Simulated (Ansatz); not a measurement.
BN (NiAs type): zone-centre phonons and dielectric response

Perturbation theory with PBEsol in Ansatz 0.2.0 on the PBEsol cell, ground state and force constants on a 9×9×6 mesh. Note: simulated data, non-magnetic, for a generated structure that need not be the stable one.

The symmetry is P6_3/mmc (No. 194, hexagonal); a = 2.483 Å, c = 4.004 Å in the conventional setting, 5.35 Å³ an atom. Around B lie 6 N at 1.75 Å; around N lie 6 B at 1.75 Å.

```yaml
crystal:
  lattice:
    - [2.48327, 0.00000, 0.00000]
    - [-1.24163, 2.15057, 0.00000]
    - [0.00000, 0.00000, 4.00411]
  atoms:
    - { symbol: B, position: [0.00000, 0.00000, 0.00000] }
    - { symbol: B, position: [0.00000, 0.00000, 0.50000] }
    - { symbol: N, position: [0.33333, 0.66667, 0.25000] }
    - { symbol: N, position: [0.66667, 0.33333, 0.75000] }
```

Optical modes without the longitudinal term (negative means imaginary):
```json
{"ω (cm⁻¹)": "-736", "degeneracy": "1", "IR intensity, summed over the level ((D/Å)²/amu)": "119.83"}
{"ω (cm⁻¹)": "-519", "degeneracy": "2", "IR intensity, summed over the level ((D/Å)²/amu)": "0.00"}
{"ω (cm⁻¹)": "137", "degeneracy": "2", "IR intensity, summed over the level ((D/Å)²/amu)": "168.62"}
{"ω (cm⁻¹)": "599", "degeneracy": "2", "IR intensity, summed over the level ((D/Å)²/amu)": "0.00"}
{"ω (cm⁻¹)": "887", "degeneracy": "1", "IR intensity, summed over the level ((D/Å)²/amu)": "0.00"}
{"ω (cm⁻¹)": "1117", "degeneracy": "1", "IR intensity, summed over the level ((D/Å)²/amu)": "0.00"}
```

2 optical levels at Γ are imaginary (736i, 519i cm⁻¹, printed negative), so this structure is unstable at this level. By the program's warning the force constants, and with them frequencies and ε⁰, aren't converged on this mesh. Of the real levels 1 is infrared active, the strongest at 137 cm⁻¹.

The electronic dielectric tensor ε∞ is 8.04 along x and y, 9.24 along z. Born charges, averaged over directions: B +3.55, N -3.55 e.

For comparison, on the r2SCAN cell the mean ε∞ is 7.94 with r2SCAN (ground state on 9×9×6; least gap 1.82 eV), 8.47 with PBE (ground state on 9×9×6; least gap 1.58 eV).
